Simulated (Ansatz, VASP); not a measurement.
**Ti in VASP and in Ansatz**

The input INCAR:

```
SYSTEM = Ti
PREC = Accurate
ENCUT = 520
EDIFF = 1E-6
ISMEAR = 0
SIGMA = 0.1
LREAL = .FALSE.
LASPH = .TRUE.
NELM = 80
ALGO = Normal
ISIF = 2
LWAVE = .FALSE.
LCHARG = .TRUE.
GGA = PE
LELF = .TRUE.
LVHAR = .TRUE.
NBANDS = 12
```

Contents of KPOINTS:

```
regular mesh
0
G
  16 16 16
  0 0 0
```

POSCAR

```
Ti
1.0
   -1.6089348600      1.6581648600      1.6581648600
    1.6089348600     -1.6581648600      1.6581648600
    1.6089348600      1.6581648600     -1.6581648600
Ti
1
Direct
    0.0000000000      0.0000000000      0.0000000000
```

Input for Ansatz:

```yaml
crystal:
  lattice:
    - [-1.60893486, 1.65816486, 1.65816486]
    - [1.60893486, -1.65816486, 1.65816486]
    - [1.60893486, 1.65816486, -1.65816486]
  atoms:
    - { symbol: Ti, position: [0.0, 0.0, 0.0] }
basis:
  ecutwfc: 420
kpoints:
  mp_grid: { grid: [16, 16, 16] }
hamiltonian:
  xc: pbe
scf:
  occupations: { method: gaussian, width: 0.1 }
output:
  forces: true
  stress: true
  eigenvalues: true
  populations: true
```

Alike in both runs: task single point; functional PBE; k mesh 16 × 16 × 16; occupations gaussian, width 0.1 eV; no spin polarisation.

|  | VASP | Ansatz |
| --- | --- | --- |
| version | VASP 6.6.1 | Ansatz 0.2.0 |
| potentials or method | VASP PAW PBE potentials, release 64 (Ti_sv) | scalar-relativistic, plane waves, PAW |
| plane-wave cutoff (eV) | 520 | 420 |
| valence electrons in the cell | 12 | 12 |

Ansatz gave:

* gap on the k mesh at the Fermi level (eV): none
* pressure (GPa): -2.6
* largest component of the traceless stress (GPa): 0.54

Task: Which values does VASP return?

Result: gap on the k mesh at the Fermi level (eV): none; pressure (GPa): -2.8; largest component of the traceless stress (GPa): 0.53.

A gap of «none» marks a metal or a gap that the smearing closes.
